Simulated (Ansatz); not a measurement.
What does this script print? It uses Ansatz's Python interface.

The script, `dfpt.py`:
```python
"""DFPT phonons of PbS."""

from pathlib import Path

import ansatz as az
import numpy as np
from pymatgen.core import Lattice, Structure
from pymatgen.io.ase import AseAtomsAdaptor


def main() -> None:
    pmg_structure = Structure(
        Lattice([[2.07995269, -5.99129686, 0.0], [2.07995269, 5.99129686, 0.0], [0.0, 0.0, 4.27932094]]),
        ["Pb", "Pb", "S", "S"],
        [
            [0.86943665, 0.13056335, 0.75],
            [0.13056335, 0.86943665, 0.25],
            [0.64520291, 0.35479709, 0.75],
            [0.35479709, 0.64520291, 0.25],
        ],
    )
    system = az.Crystal.from_ase(AseAtomsAdaptor.get_atoms(pmg_structure))

    base = (
        system.calculation()
        .occupations("fixed")  # whole-number filling, right only where there is a gap
        .basis(450)  # a bare number is in eV
        .functional("lda")
        .kpoints(4, 4, 4)  # the mesh must be finer for metals
        .phonons("dfpt")
    )
    outcome = base.run(threads=1, backend="cpu", runs_dir="runs")
    ph = outcome.phonons

    print("Gamma modes (1/cm):", " ".join(f"{w:.1f}" for w in ph.gamma_omega_inv_cm))
    print("in meV:", " ".join(f"{w * 0.1239842:.2f}" for w in ph.gamma_omega_inv_cm))


if __name__ == "__main__":
    main()
```

```console
$ python dfpt.py
Gamma modes (1/cm): -56.7 -31.0 0.0 0.0 0.0 21.6 32.6 69.3 136.4 138.8 201.1 201.9
in meV: -7.03 -3.85 0.00 0.00 0.00 2.67 4.04 8.59 16.91 17.21 24.93 25.03
```

Notes:
- The cell isn't relaxed first, so the values belong to this volume.
- A negative frequency stands for an imaginary mode.
- Spin-orbit coupling, which matters for elements this heavy, is left out.
- No non-analytic term is added, so at the zone centre the longitudinal optical modes of a polar crystal aren't split off.
- The structure comes from a database of computed cells and needn't be a stable or known phase.
- The structure is taken as given; imaginary modes can come from an unrelaxed or unstable start.
- Hardware and time: 22 s on 1 thread of AMD EPYC 9R45 96-Core Processor (Zen 5) (shared host), peak memory 0.74 GiB.

(Lines on the test bed's own set-up are left out of the output.)
